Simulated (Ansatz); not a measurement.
What does this script print? It uses Ansatz 0.2.0, Python API.

The script, `feco_convert.py`:
```python
import logging
import sys

import ansatz as az
from pymatgen.core import Lattice, Structure
from pymatgen.io.ase import AseAtomsAdaptor

logging.basicConfig(stream=sys.stdout, format="%(name)s: %(message)s")
logger = logging.getLogger("feco")
logger.setLevel(logging.INFO)

pmg_structure = Structure(
    Lattice([[2.857, 0.0, 0.0], [0.0, 2.857, 0.0], [0.0, 0.0, 2.857]]),
    ["Fe", "Co"],
    [
        [0.5, 0.5, 0.5],
        [0.0, 0.0, 0.0],
    ],
)
system = az.Crystal.from_ase(AseAtomsAdaptor.get_atoms(pmg_structure)).moments(Fe=2.4, Co=1.8)

base = (
    system.calculation()
    .functional("pbe")
    .pseudopotentials("paw")
    .basis(470)
    .kpoints(8)
    .occupations(az.OccupationsMethod.GAUSSIAN, width=0.1)
    .spin("collinear")
)
print(base.to_yaml())
```

```console
$ python feco_convert.py
crystal:
  lattice:
    - [2.857, 0.0, 0.0]
    - [0.0, 2.857, 0.0]
    - [0.0, 0.0, 2.857]
  atoms:
    - { symbol: Fe, position: [0.5, 0.5, 0.5] }
    - { symbol: Co, position: [0.0, 0.0, 0.0] }
basis:
  ecutwfc: 470.0
kpoints:
  mp_grid:
    grid: [8, 8, 8]
hamiltonian:
  xc: pbe
  pseudopotentials:
    kind: paw
magnetization:
  spin_polarized: true
  per_species:
    Co: 1.8
    Fe: 2.4
scf:
  occupations:
    method: gaussian
    width: 0.1
```

The input is only written out: it wasn't run, and its settings aren't tested.
